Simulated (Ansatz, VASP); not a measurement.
**Cross-check of Ta (Ta wire along [100], 9 atoms a period) between VASP and Ansatz**

Aim: how closely do two programs agree when they are given the same cell, functional and k mesh? The structure shown is the start of the Ansatz relaxation below; VASP solves that cell, so the two are compared at the walk's first step.

Program: Ansatz 0.2.0. Level of theory: plane waves, with VASP 6.6.1 beside it; single point at PBE. Results are calculated unless marked as measured.

**1. The structure**

The cell holds 9 atoms: 9 Ta. Its edges and angles: a = 13.440 Å, b = 13.440 Å, c = 3.320 Å, α = 90.0°, β = 90.0°, γ = 90.0°. Vacuum lies along a and b. The structure's axis is c.

**2. Ansatz: relaxation, PBE**

Ansatz runs on its PAW soft_1 files.

The two programs are compared at the cell with which this relaxation starts, whose forces are those of its first step.

The input, input.yaml:

```yaml
crystal:
  lattice:
    - [13.44, 0.0, 0.0]
    - [0.0, 13.44, 0.0]
    - [0.0, 0.0, 3.32]
  atoms:
    - { symbol: Ta, position: [0.25297619, 0.5, 0.0] }
    - { symbol: Ta, position: [0.5, 0.25297619, 0.0] }
    - { symbol: Ta, position: [0.5, 0.5, 0.0] }
    - { symbol: Ta, position: [0.5, 0.74702381, 0.0] }
    - { symbol: Ta, position: [0.74702381, 0.5, 0.0] }
    - { symbol: Ta, position: [0.376488095, 0.376488095, 0.5] }
    - { symbol: Ta, position: [0.376488095, 0.623511905, 0.5] }
    - { symbol: Ta, position: [0.623511905, 0.376488095, 0.5] }
    - { symbol: Ta, position: [0.623511905, 0.623511905, 0.5] }
kpoints:
  mp_grid: { grid: [1, 1, 25] }
scf:
  occupations: { method: fermi_dirac, width: 0.05 }
hamiltonian:
  xc: pbe
  pseudopotentials: { kind: paw, azcp: { folder: soft_1 } }
relax:
  cell: { fix: [a, b, alpha, beta, gamma] }
  max_steps: 45
  f_tol: 0.03
```

Launch:

```sh
$ ansatz run input.yaml --threads 4 --pin off --max-ram 16384MiB --backend cpu --events-out ev --progress --plain --runs-dir out
```

Numbers of over 12 decimals in the logs are rounded to 6 here.

The program printed:

```text
Engine: ansatz 0.2.0, aarch64-unknown-linux-gnu
Pseudopotentials: kind: paw
Pseudopotential: Ta, paw, valence charge 13, recommended cutoff 420 eV (normal), soft_1/Ta.paw.azcp
Functional definition: PBE
  parameter kappa = 0.804
  parameter beta = 0.066725
  exchange = pbe_x(kappa = kappa, mu = beta*pi^2/3)
  correlation = pbe_c(beta = beta)
Crystal: 9 atoms, lattice volume = 599.704 Å³
Basis set: ecut = 420 eV, 11743 PW (Γ), exchange–correlation on 180×180×48 points (8 copies of the dense FFT grid, shifted against one another)
Bands: 71, of which v1, the nominal top of the filled ones, is band 59 counted from 1 (58 counted from 0)
Symmetry: 16 space group operations
Space group: P4/mmm (ITA 123), of the structure as read, at distance tolerance 8.4e-5 Å
k-points: 13 of 25
Non-local potential: Ta, projectors of the file, l = 0: 3, l = 1: 2, l = 2: 2, l = 3: 1
PAW form: soft (Blöchl's): semilocal exchange-correlation on the pseudo side does not see the compensation charge
PAW one-centre angular grid: Ta, 590 points (default); XC on 64 Gauss nodes
Initial density: superposition of atomic densities (neutral atoms: chi_scale 0, normalization atom)
Initial wavefunctions: pseudopotential atomic-orbital guess
Functional: x = pbe(κ = 0.804, μ = 0.219515), c = pbe(β = 0.066725)
SCF iter   1: F=—  HF=-89394.839926 eV  |F-HF|=—  |Δ(HF+E_count)|=         —  Δρ=4.06e-2  dr2=7.61e1  ethr=3.10e-3  ⟨swp⟩=10.5  Hψ=4189  notcnv=0  defer=5
preconditioner: auto → LDOS  [metal: Δε(μ)=0.048 eV  Ē_g=3.872 eV  σ=0.050 eV  W_gap=0.23  n_scr=78 (ndim 8)  ℏωp=10.2 eV  f_vac=0.536  D(μ)=8.88/eV (n_scr^D=36)  β→1.0]
SCF iter   2: F=—  HF=-89389.700547 eV  |F-HF|=—  |Δ(HF+E_count)|=    5.14e0  Δρ=3.93e-2  dr2=7.17e1  ethr=3.10e-3  ⟨swp⟩=7.0  Hψ=3159  notcnv=0  defer=14
SCF iter   3: F=—  HF=-89385.168709 eV  |F-HF|=—  |Δ(HF+E_count)|=    4.53e0  Δρ=8.98e-3  dr2=4.00e0  ethr=3.10e-3  ⟨swp⟩=5.2  Hψ=2526  notcnv=0  defer=5
SCF iter   4: F=—  HF=-89384.743477 eV  |F-HF|=—  |Δ(HF+E_count)|=   4.25e-1  Δρ=3.21e-3  dr2=4.91e-1  ethr=3.10e-3  ⟨swp⟩=3.3  Hψ=1311  notcnv=0  defer=12
SCF iter   5: F=—  HF=-89384.723201 eV  |F-HF|=—  |Δ(HF+E_count)|=   2.03e-2  Δρ=1.42e-3  dr2=6.73e-2  ethr=4.19e-4  ⟨swp⟩=3.8  Hψ=1474  notcnv=0  defer=15
SCF iter   6: F=—  HF=-89384.718505 eV  |F-HF|=—  |Δ(HF+E_count)|=   4.70e-3  Δρ=4.00e-4  dr2=1.99e-3  ethr=5.75e-5  ⟨swp⟩=2.3  Hψ=1314  notcnv=0  defer=10
SCF iter   7: F=—  HF=-89384.718424 eV  |F-HF|=—  |Δ(HF+E_count)|=   8.03e-5  Δρ=1.18e-4  dr2=2.06e-4  ethr=1.70e-6  ⟨swp⟩=3.5  Hψ=1660  notcnv=0  defer=10
SCF iter   8: F=—  HF=-89384.718503 eV  |F-HF|=—  |Δ(HF+E_count)|=   7.85e-5  Δρ=4.98e-5  dr2=8.75e-5  ethr=1.76e-7  ⟨swp⟩=2.2  Hψ=1208  notcnv=0  defer=10
SCF iter   9: F=—  HF=-89384.718613 eV  |F-HF|=—  |Δ(HF+E_count)|=   1.10e-4  Δρ=1.44e-5  dr2=9.80e-6  ethr=7.47e-8  ⟨swp⟩=2.0  Hψ=1075  notcnv=0  defer=10
SCF iter  10: F=—  HF=-89384.718614 eV  |F-HF|=—  |Δ(HF+E_count)|=   4.64e-7  Δρ=4.52e-6  dr2=2.08e-7  ethr=8.37e-9  ⟨swp⟩=2.2  Hψ=1214  notcnv=0  defer=10
SCF iter  11: F=-89384.718614 eV  HF=-89384.718614 eV  |F-HF|=1.60e-8  |Δ(HF+E_count)|=   1.49e-7  Δρ=1.77e-6  dr2=4.83e-8  ethr=8.55e-11  ⟨swp⟩=6.3  Hψ=3549  notcnv=0
SCF 1 converged in 11 iterations: F = -89384.718614 eV  dr2 = 4.83e-8
  greatest PAW one-centre occupation: 0.999 electrons in one spin orbital (limit 2), on the Ta atom at site 2 (counted from 0), in its partial waves of l = 0
relax step   1: F+E_penalty+E_count = -89384.71861396 eV  Δ(F+E_penalty+E_count) = +0.000e0 eV  max|allowed force component| = 1.948e0 eV/Å  Δτ_max = 0.0000 Å  P = -5.267 GPa  Ω = 599.704 Å³  fix = [a, b, alpha, beta, gamma]  reactions: a -4.287, b -4.287 GPa  (11 SCF iters, dr2 threshold 1.00e-7 eV, accepted)
[...]
relax step   5: F+E_penalty+E_count = -89386.32545982 eV  Δ(F+E_penalty+E_count) = -1.767e-3 eV  max|allowed force component| = 3.874e-2 eV/Å  Δτ_max = 0.0085 Å  P = -0.059 GPa  Ω = 543.807 Å³  energy of the carried Pulay correction = +3.247e-3 eV  fix = [a, b, alpha, beta, gamma]  reactions: a -0.077, b -0.077 GPa  (6 SCF iters, dr2 threshold 1.25e-7 eV, accepted)
[...]
relax step   6: F+E_penalty+E_count = -89386.32628327 eV  Δ(F+E_penalty+E_count) = -8.234e-4 eV  max|allowed force component| = 3.415e-2 eV/Å  Δτ_max = 0.0118 Å  P = -0.046 GPa  Ω = 546.344 Å³  energy of the carried Pulay correction = +3.093e-3 eV  fix = [a, b, alpha, beta, gamma]  reactions: a -0.030, b -0.030 GPa  (7 SCF iters, dr2 threshold 9.38e-8 eV, accepted)
[...]
relax step   7: F+E_penalty+E_count = -89386.32662328 eV  Δ(F+E_penalty+E_count) = -3.400e-4 eV  max|allowed force component| = 3.311e-3 eV/Å  Δτ_max = 0.0021 Å  P = -0.005 GPa  Ω = 546.056 Å³  energy of the carried Pulay correction = +3.110e-3 eV  fix = [a, b, alpha, beta, gamma]  reactions: a -0.002, b -0.002 GPa  (6 SCF iters, dr2 threshold 7.29e-8 eV, accepted)
[...]
relax step   8: F+E_penalty+E_count = -89386.32418026 eV  Δ(F+E_penalty+E_count) = +2.443e-3 eV  max|allowed force component| = 3.132e-3 eV/Å  Δτ_max = 0.0000 Å  P = -0.007 GPa  Ω = 546.056 Å³  fix = [a, b, alpha, beta, gamma]  reactions: a -0.002, b -0.002 GPa  stress off target by 1.57e-2 GPa on what of the cell is left free  SCF on the basis re-selected at this cell (its energy is not comparable with the rows above)  (5 SCF iters)
basis re-selected at this cell: Δ(F+E_penalty+E_count) = +2.443e-3 eV, ΔP = -0.002 GPa vs the last step (what re-selecting the basis moved, of the pressure what is left beyond the Pulay correction that the steps carried, after the strain that the cell walked since its last selection, with what the two solves' SCF thresholds leave and, on support functions, any second-order correction that the steps lacked; it is no m [...]
SCF converged after 5 iterations
Free energy (F): -89386.324180 eV
Harris-Foulkes:  -89386.324180 eV  (|F-HF|=2.04e-10)
Internal energy: -89386.234744 eV  (E = F + TS)
E sigma→0 (E₀):  -89386.279462 eV
Entropy (-TS):   -0.089436 eV (-9.937 meV/atom)
Fermi energy:    2.848636 eV
--- Per-component energies (eV) ---
  E_band       = -2811.439466
  E_kinetic    = 3536.514741
  E_local      = -46132.648858  (includes V_loc(G=0)·N_el)
  E_nonlocal   = -97.544184
  E_hartree    = 21447.792296
  E_xc         = -2880.373015
  E_vxc        = -2087.845598  (∫ρ·V_xc dr)
  E_paw        = -74740.528924  (= ΣΔE_a)
  E_vpaw       = -925.501422  (= ΣTr[D̂ρ^β])
  E_aug_tail   = 0.000849  (compensation charges beyond the density's cutoff)
  E_ewald      = 9480.552351
  E_smearing   = -0.089436  (= −TS)
  E_closure    = 0.000000  (closes the sum)
  Σ components = -89386.324180   (vs F -89386.324180, Δ=0.00e0)
--- Forces (eV/Å), atoms counted from 1 ---
  atom   1  Ta     0.00313228     0.00000000     0.00000000
  atom   2  Ta    -0.00000000     0.00313228     0.00000000
  atom   3  Ta    -0.00000000     0.00000000     0.00000000
  atom   4  Ta    -0.00000000    -0.00313228     0.00000000
  atom   5  Ta    -0.00313228    -0.00000000     0.00000000
  atom   6  Ta     0.00101381     0.00101381     0.00000000
  atom   7  Ta     0.00101381    -0.00101381     0.00000000
  atom   8  Ta    -0.00101381     0.00101381     0.00000000
  atom   9  Ta    -0.00101381    -0.00101381     0.00000000
  max |Σ_I F_I| component: 8.67e-19 eV/Å
--- Stress (GPa, compression-positive) ---
       -0.002120       0.000000       0.000000
        0.000000      -0.002120       0.000000
        0.000000       0.000000      -0.015653
  P = ⅓ Tr σ = -0.0066 GPa (-0.066 kbar)
--- Relaxed structure (7 steps of the walk, 7 accepted, 1 SCFs on fresh bases) ---
  F+E_penalty+E_count = -89386.32418026 eV   max|allowed force component| = 3.132e-3 eV/Å   (the final SCF, on the basis selected at the relaxed cell)
  cell:  # Å, volume = 546.0558 Å³
    - [13.44, 0.0, 0.0]
    - [0.0, 13.44, 0.0]
    - [0.0, 0.0, 3.023002]
  atoms:
    - { symbol: Ta, position: [0.258105, 0.500000, 0.0] }
    - { symbol: Ta, position: [0.500000, 0.258105, 0.0] }
    - { symbol: Ta, position: [0.500000, 0.500000, 0.0] }
    - { symbol: Ta, position: [0.500000, 0.741895, 0.0] }
    - { symbol: Ta, position: [0.741895, 0.500000, 0.0] }
    - { symbol: Ta, position: [0.375539, 0.375539, 0.5] }
    - { symbol: Ta, position: [0.375539, 0.624461, 0.5] }
    - { symbol: Ta, position: [0.624461, 0.375539, 0.5] }
    - { symbol: Ta, position: [0.624461, 0.624461, 0.5] }
```

**3. VASP: single point, PBE, start cell**

The same cell, functional, mesh and smearing now go to VASP, with its own data sets.

Lines of VASP's logs that name or quote its potential files are left out, and so is its time.

The input, INCAR:

```
SYSTEM = Ta
PREC = Accurate
ENCUT = 400
EDIFF = 1E-06
NELM = 120
ISMEAR = -1
SIGMA = 0.05
LREAL = .FALSE.
ALGO = Normal
GGA = PE
NBANDS = 61
LASPH = .TRUE.
LORBIT = 11
LWAVE = .FALSE.
LCHARG = .FALSE.
ISIF = 2
GGA_COMPAT = .FALSE.
KPAR = 2
```

The input, POSCAR:

```
Ta
1.0
   13.4400000000      0.0000000000      0.0000000000
    0.0000000000     13.4400000000      0.0000000000
    0.0000000000      0.0000000000      3.3200000000
Ta
9
Direct
    0.2529761905      0.5000000000      0.0000000000
    0.5000000000      0.2529761905      0.0000000000
    0.5000000000      0.5000000000      0.0000000000
    0.5000000000      0.7470238095      0.0000000000
    0.7470238095      0.5000000000      0.0000000000
    0.3764880952      0.3764880952      0.5000000000
    0.3764880952      0.6235119048      0.5000000000
    0.6235119048      0.3764880952      0.5000000000
    0.6235119048      0.6235119048      0.5000000000
```

The input, KPOINTS:

```
Automatic mesh
0
Gamma
1 1 25
0 0 0
```

Potentials, in the order of the species: Ta_pv (PBE family, release 64).

Launch:

```sh
$ mpirun -np 2 vasp_std
```

The program printed:

```text
[banner, memory and clock lines left out]
running    2 mpi-ranks, on    1 nodes
 distrk:  each k-point on    1 cores,    2 groups
 distr:  one band on    1 cores,    1 groups

 POSCAR found type information on POSCAR Ta
 POSCAR found :  1 types and       9 ions
 LDA part: xc-table for (Slater+PW92), standard interpolation
 POSCAR, INCAR and KPOINTS ok, starting setup
 FFT: planning ... GRIDC
 FFT: planning ... GRID_SOFT
 FFT: planning ... GRID
 WAVECAR not read
 entering main loop
       N       E                     dE             d eps       ncg     rms          rms(c)
DAV:   1     0.619431934427E+03    0.61943E+03   -0.48449E+04  2202   0.110E+03
DAV:   2    -0.621024097132E+02   -0.68153E+03   -0.66581E+03  1892   0.308E+02
DAV:   3    -0.100897553709E+03   -0.38795E+02   -0.37022E+02  1986   0.590E+01
DAV:   4    -0.103232131539E+03   -0.23346E+01   -0.22518E+01  2196   0.113E+01
DAV:   5    -0.103340558308E+03   -0.10843E+00   -0.10704E+00  2244   0.212E+00    0.317E+01
DAV:   6    -0.960869810673E+02    0.72536E+01   -0.74910E+01  2172   0.313E+01    0.157E+01
DAV:   7    -0.947221536344E+02    0.13648E+01   -0.60615E+01  2096   0.212E+01    0.110E+01
DAV:   8    -0.918948783837E+02    0.28273E+01   -0.15791E+01  2060   0.112E+01    0.178E+00
DAV:   9    -0.919935470000E+02   -0.98669E-01   -0.16667E+00  2340   0.435E+00    0.102E+00
DAV:  10    -0.919783692181E+02    0.15178E-01   -0.12597E-01  2132   0.177E+00    0.443E-01
DAV:  11    -0.919811095913E+02   -0.27404E-02   -0.64835E-02  2092   0.105E+00    0.362E-01
DAV:  12    -0.919809176120E+02    0.19198E-03   -0.17934E-02  2116   0.737E-01    0.128E-01
DAV:  13    -0.919837586595E+02   -0.28410E-02   -0.51419E-03  2188   0.257E-01    0.862E-02
DAV:  14    -0.919854545282E+02   -0.16959E-02   -0.28190E-03  1964   0.252E-01    0.535E-02
DAV:  15    -0.919855483838E+02   -0.93856E-04   -0.64151E-04  1964   0.104E-01    0.200E-02
DAV:  16    -0.919856293846E+02   -0.81001E-04   -0.14362E-04  1844   0.361E-02    0.113E-02
DAV:  17    -0.919856624491E+02   -0.33065E-04   -0.53699E-05  1964   0.173E-02    0.785E-03
DAV:  18    -0.919856999037E+02   -0.37455E-04   -0.12756E-05  1724   0.135E-02    0.349E-03
DAV:  19    -0.919857515404E+02   -0.51637E-04   -0.53033E-06  1420   0.107E-02    0.259E-03
DAV:  20    -0.919857886635E+02   -0.37123E-04   -0.51168E-06  1308   0.711E-03    0.106E-03
DAV:  21    -0.919857926589E+02   -0.39953E-05   -0.80995E-07  1236   0.164E-03    0.721E-04
DAV:  22    -0.919857929124E+02   -0.25350E-06   -0.18315E-07  1100   0.206E-03
   1 F= -.91985793E+02 E0= -.91938445E+02  d E =-.946961E-01
```

[end of part 1 of 2]

[Lines on the potential files, build, host, timing and source positions are cut from VASP's logs without a mark.]

[Logs are printed without paths, hosts, clocks, repeated set-up lines and the standing remarks that a program may print on its own settings, such as how far it seeks lower states.]

[Hosts, paths, dates, database ids (printed as entryN), source tags and the programs' standing remarks are cut or masked in the printed files.]
